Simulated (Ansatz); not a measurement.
# Relativistic treatment of Ga

```
Ga
1.0
     1.38300   -4.02650    0.00000
     1.38300    4.02650    0.00000
    -0.11745    0.00000    3.32993
Ga
2
Direct
  0.86900 0.13100 0.25000
  0.13100 0.86900 0.75000
```

Atom numbers follow the list: Ga1, Ga2.

The structure is an experimental refinement, used without relaxation.

One fixed cell is solved with PBE by all-electron LAPW in Ansatz 0.2.0 under different relativistic treatments. Pressure is positive in compression.

Numerical set-up: a Γ-centred 14×14×11 k mesh, Fermi–Dirac smearing of 0.05 eV, basis error target 0.5 meV/atom, no spin polarisation.

Problem. Order the settings by the pressure that they give at this fixed cell, lowest first.
A. non-relativistic
B. scalar-relativistic

Solution. B (1.77 GPa), A (1.89 GPa).

| setting | P (GPa) | force Ga1 y (eV/Å) | lowest level at Γ above −25 eV, from the valence-band top or, without a gap, the Fermi level (eV) |
| --- | --- | --- | --- |
| scalar-relativistic | 1.77 | 0.187 | -15.14 |
| non-relativistic | 1.89 | 0.212 | -15.75 |
